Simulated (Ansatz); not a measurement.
# LiNbO3: do energies and stresses tell the same story?

Theory: DFT PBE, scalar-relativistic, plane waves, PAW (Ansatz).

Settings: cutoff 420 eV, Γ-centred mesh 6×6×6 on the computed 10-atom cell, Gaussian smearing of 0.02 eV; no spin polarisation.

Relaxed cell: R-3c, a = 5.222 Å, b = 5.222 Å, c = 13.793 Å, α = 90.00°, β = 90.00°, γ = 120.00°, 10 atoms in the primitive cell. This form isn't the usual stable structure of the compound.

Energies at zero smearing and pressures from the stress tensor, at volumes with shape and atoms relaxed:
```csv
V (Å³/atom),E − E(first) (meV/atom),P (GPa)
9.556,0.00,25.14
9.882,-42.94,17.25
10.208,-70.97,10.52
10.534,-86.42,4.84
10.859,-91.25,0.05
11.185,-87.17,-3.98
11.511,-75.69,-7.31
11.945,-51.11,-10.74
```

**Question.** Check P = −dE/dV between neighbouring volumes, and get the bulk modulus from the pressures alone.

**Answer.** With 1 eV/Å³ = 160.2 GPa:
| middle V (Å³/atom) | −ΔE/ΔV (GPa) | mean P (GPa) |
| --- | --- | --- |
| 9.719 | 21.118 | 21.199 |
| 10.045 | 13.786 | 13.889 |
| 10.371 | 7.598 | 7.680 |
| 10.697 | 2.375 | 2.440 |
| 11.022 | -2.007 | -1.969 |
| 11.348 | -5.648 | -5.645 |
| 11.728 | -9.066 | -9.025 |

The two differ by 0.10 GPa at most. The mean of two end pressures misses the average over a step by about ΔV² P″/12, up to 0.11 GPa here; with that taken off 0.05 GPa remains, from the finite cutoff, the mesh or the relaxation's tolerance. Around V = 10.859 Å³/atom, the two neighbours give B = −V ΔP/ΔV = 10.859 × 8.82 / 0.652 = 147.0 GPa, against B0 = 144.2 GPa from the Birch–Murnaghan fit of the energies.

Cost: 9 runs of about 13 core-minutes in all, on Arm Neoverse N1 (shared hosts).